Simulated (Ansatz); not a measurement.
The parent structure is InN in the zinc blende structure (space group F-43m, No. 216; a = 5.000 Å). Axes: x, y, z lie along the cube axes.

All numbers come from Ansatz (a quantum-chemistry and plane-wave program), r2SCAN, PAW, cutoff 500 eV, spin-orbit coupling left out, earlier PAW set.

Strains are applied to the cell and any free atomic positions relax; under biaxial strain the out-of-plane vector relaxes too.

One change was made to it. Results:

| quantity | base | after |
|---|---|---|
| energy relative to the base (free energy F) | 0 meV/atom | +2.8 meV/atom |
| pressure (mean of the normal stresses, compression positive) | 0.0 GPa | 0.0 GPa |
| shortest interatomic distance | 2.165 Å | 2.161 Å |

Question: Which of these changes matches the shifts?
A. tensor shear ε_xy = +1.30 %
B. uniaxial strain ε_yy = +1.62 %
C. biaxial strain +1.31 %, plane normal [111], relaxed out of plane

Answer: A, tensor shear ε_xy = +1.30 %. For comparison, the pressure in the other runs: biaxial strain +1.31 %, plane normal [111], relaxed out of plane gives -2.4 GPa; uniaxial strain ε_yy = +1.62 % gives -2.2 GPa.

The mesh was chosen for an insulator and is coarse for the gapless case. No phonon test of stability was made. The final runs are not spin-polarised. This is not the structure that InN has at room temperature and ambient pressure.
